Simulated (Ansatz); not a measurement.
**Pb: equation of state with PBE**

Crystal: Pb.

```xyz
1
Lattice="0.0000 2.4750 2.4750 2.4750 0.0000 2.4750 2.4750 2.4750 0.0000" Properties=species:S:1:pos:R:3 pbc="T T T"
Pb    0.0000    0.0000    0.0000
```

```yaml
Program: Ansatz 0.2.0
Task: equation of state
Functional: PBE
Potentials_or_basis: Ansatz PAW accurate
Cutoff: 700 eV
Density_cutoff: 2800 eV
k_mesh: 9 × 9 × 9
Occupations: fermi-dirac, width 0.05 eV
Spin: no spin polarisation
```

* Equilibrium volume: 31.90 Å³/atom
* Bulk modulus: 40 GPa
* Pressure derivative of the bulk modulus: 5.4

Energy against volume, from the lowest point:
| volume (Å³/atom) | energy (meV/atom) |
| --- | --- |
| 28.503 | 56.78 |
| 29.110 | 36.59 |
| 29.716 | 21.37 |
| 30.323 | 10.58 |
| 30.929 | 3.73 |
| 31.535 | 0.33 |
| 32.142 | 0.00 |

All runs of the series together: 8.7 s on 2 threads of Arm Neoverse V1, with other jobs on the host.

The cell as given is a measured one (30.32 Å³/atom); PBE puts the equilibrium volume +5.2 % from it, thermal expansion not counted.

Spin-orbit coupling is left out, which matters for the levels of Pb.
